**Q:** I have the potential through a thin PtS₂ slab. I expected an electron to feel a pull towards the surface from far away, but the first few rows hardly change. Why?

Plane-averaged smooth electrostatic potential energy of an electron through a relaxed four-plane PtS₂(011) slab, with height measured from the base of the cell. Calculated with Ansatz 0.2.0 using scalar-relativistic, non-spin-polarised PBEsol and PAW, a 420 eV plane-wave cutoff, a 10×6×1 k mesh, 0.05 eV Gaussian smearing and a dipole correction.

```tsv
height (Å)	potential energy of an electron from the Fermi level (valence top where gapped) (eV)
2.61	5.690
3.19	5.690
3.77	5.690
4.35	5.690
4.93	5.680
5.51	5.610
6.09	5.220
6.67	2.910
7.25	-6.390
7.83	-14.390
8.41	-6.640
8.99	2.090
9.57	-2.250
10.15	-14.590
10.74	-12.300
11.32	0.150
11.90	0.150
12.48	-12.300
13.06	-14.590
13.64	-2.250
14.22	2.090
14.80	-6.640
15.38	-14.390
15.96	-6.390
16.54	2.910
17.12	5.220
17.70	5.610
18.28	5.680
18.86	5.690
19.44	5.690
20.02	5.690
20.60	5.690
```

**A:** Because the slab is neutral, and the curve describes it undisturbed by any extra electron. Averaged over planes parallel to the surface, the electrostatics depends on height alone, and each plane of charge acts like a charged sheet, whose field does not weaken with distance. Outside the slab the fields of all the positive and negative sheets cancel, so the potential energy is flat. The two faces are equivalent, so it is 5.69 eV on both sides. A real electron outside would also polarise the slab and be drawn towards it by that response. Your expectation is therefore sound, but this potential leaves that pull out.

**Q:** Is that number the work function?

**A:** Yes, since this slab comes out metallic and the energies are counted from its Fermi level. Bulk PtS₂ is a semiconductor. The slab is cut across the layers, through Pt–S bonds, and surface states from those cut bonds are a likely but untested cause of the metallicity, perhaps helped by PBEsol, which tends to make gaps too small. The value therefore belongs to this thin, unreconstructed cut, calculated without spin–orbit coupling, and should not be used for the basal face of a flake.

**Q:** Then what makes the curve bend down near 5.5 Å?

**A:** There you enter the outer fringe of the electron cloud. The slab beneath you now has a net positive charge and pulls an electron inwards, while the electrons still further out push it the same way. The slope counts the electrons you have passed:

electrons per surface cell = slope × cell area / (4π × 14.4 eV Å)

Between 5.51 and 6.09 Å the potential energy falls from 5.61 to 5.22 eV, a slope of 0.39/0.58 ≈ 0.67 eV/Å. With a cell area of 3.571 × 5.684 ≈ 20.3 Å², this gives 0.67 × 20.3/181 ≈ 0.08 electrons. Less than a tenth of an electron per cell is enough to produce the visible bend.

**Q:** Why is the plateau reached so quickly?

**A:** The electron density dies off exponentially outside the surface, and the slope dies with it. Over that same step the shortfall from the plateau shrinks from 0.47 to 0.08 eV, a factor of about six. The slowest fall expected far from the surface, for electrons at the Fermi level with no motion along it, would be a factor of about four over such a step. Theory offers a reason for the steeper fall: so close to the surface, much of the cloud comes from electrons that are more tightly bound or also move along the surface, and these reach less far out.

**Q:** And the four deep wells?

**A:** They mark four planes of PtS₂, about 2.5 Å apart. In each atom a compact positive core sits inside a wider cloud of electrons. Near the core's height the positive charge dominates and the curve bends into a well; further away the cloud screens the core and the well ends. Between two planes the clouds overlap, so the potential energy rises but does not get back to the vacuum level. The depths depend on how the calculation softens the sharp attraction of the nuclei. Nor are they binding energies, which also include the electrons' kinetic energy.

**Q:** If the planes are so alike, why does the curve reach 2.09 eV at 8.99 Å but only 0.15 eV in the middle of the slab?

**A:** Mostly because of where the rows fall. The row at 8.99 Å lies within 0.1 Å of the midpoint between an outer and an inner plane, almost on the peak. The central peak, at 11.61 Å, falls between two rows, each about 0.3 Å down its side. In the full profile, which is finer than this table, the central peak reaches 1.71 eV, so this small offset costs about 1.6 eV. The remaining 0.4 eV or so is a real difference in height between the two peaks.

**Q:** Could I have worked that out from these rows, without the full profile?

**A:** Largely, if you also know the atoms' heights. Take a simple model: start from the vacuum level and subtract one Gaussian well for each atom, centred at that atom's height. All wells share one width, with one depth for Pt and another for S. I fitted these three constants only to the vacuum and the two outer planes, then predicted the ten rows from 8.99 to 14.22 Å. The model puts the row at 8.99 Å 1.7 eV above the one at 11.32 Å; the table has 1.94 eV. Refitted to all rows, it gives about 2.3 eV midway between an outer and an inner plane and 2.1 eV at the centre of the slab, a difference smaller than its typical error inside the slab. Its central value is about 0.4 eV above that of the full profile, so the model captures the effect of the offset but is too crude to measure the smaller, real difference between the peaks. The printed output gives both fits.

**Q:** Does the same argument explain the lopsided inner well, −14.59 eV at 10.15 Å but −12.30 eV at 10.74 Å?

**A:** Yes. The inner Pt atoms sit at 10.38 Å, so the first row is closer to the bottom of the well than the second. The model fitted to the outer planes predicts this imbalance too, but it makes the inner wells about 1 eV too shallow at these rows, roughly 5% of their depth below the vacuum level. Bonding may differ between the inner planes and the cut surface, or a Gaussian may be too simple a shape; this fit cannot separate the two.

Output of the analysis:

```
fit of dip on 22 rows (abs(x) > 2.9): coefficient of exp(-((x-p1)/s)**2)+exp(-((x+p1)/s)**2)+exp(-((x-p2)/s)**2)+exp(-((x+p2)/s)**2) -11.25 +/- 0.18, coefficient of exp(-((x-q1)/s)**2)+exp(-((x+q1)/s)**2)+exp(-((x-q2)/s)**2)+exp(-((x+q2)/s)**2)+exp(-((x-q3)/s)**2)+exp(-((x+q3)/s)**2)+exp(-((x-q4)/s)**2)+exp(-((x+q4)/s)**2) -4.948 +/- 0.095, s 0.7804; rms 0.0711, worst 6.09 0.215, leave-one-out rms 0.0764
  rows outside the fit (model, value, miss): 8.99 -3.653, -3.6, -0.0535; 9.57 -7.649, -7.94, 0.291; 10.15 -19.39, -20.28, 0.894; 10.74 -16.84, -17.99, 1.15; 11.32 -5.392, -5.54, 0.148; 11.9 -5.493, -5.54, 0.0466; 12.48 -17, -17.99, 0.99; 13.06 -19.41, -20.28, 0.866; 13.64 -7.685, -7.94, 0.255; 14.22 -3.643, -3.6, -0.0431
fit of dip on 32 rows: coefficient of exp(-((x-p1)/s)**2)+exp(-((x+p1)/s)**2)+exp(-((x-p2)/s)**2)+exp(-((x+p2)/s)**2) -11.16 +/- 0.63, coefficient of exp(-((x-q1)/s)**2)+exp(-((x+q1)/s)**2)+exp(-((x-q2)/s)**2)+exp(-((x+q2)/s)**2)+exp(-((x-q3)/s)**2)+exp(-((x+q3)/s)**2)+exp(-((x-q4)/s)**2)+exp(-((x+q4)/s)**2) -5.303 +/- 0.32, s 0.7758; rms 0.257, worst 10.74 0.706, leave-one-out rms 0.31
rms miss of the all-row fit on the 20 rows from 6.09 to 17.12 angstrom, eV: 0.3246
table: potential at 8.99 less that at 11.32 angstrom, eV: 1.94
same difference predicted from the outer planes, eV: 1.738
table: potential at 10.74 less that at 10.15 angstrom, eV: 2.29
same difference predicted from the outer planes, eV: 2.545
distance of row 11.32 from the midplane, angstrom: 0.286
distance of row 8.99 from the midpoint of outer and inner plane, angstrom: 0.08983
distance of row 10.15 from the inner Pt height, angstrom: 0.226
distance of row 10.74 from the inner Pt height, angstrom: 0.364
all-row fit: potential at the exact midplane, eV: 2.121
all-row fit: potential at the midpoint of outer and inner plane, eV: 2.346
decay rate of the potential tail between 6.09 and 5.51 angstrom, 1/angstrom: 3.053
slowest decay rate of the density set by the work function, 1/angstrom: 2.444
electrons per surface cell beyond about 5.8 angstrom, from the slope: 0.07543
```
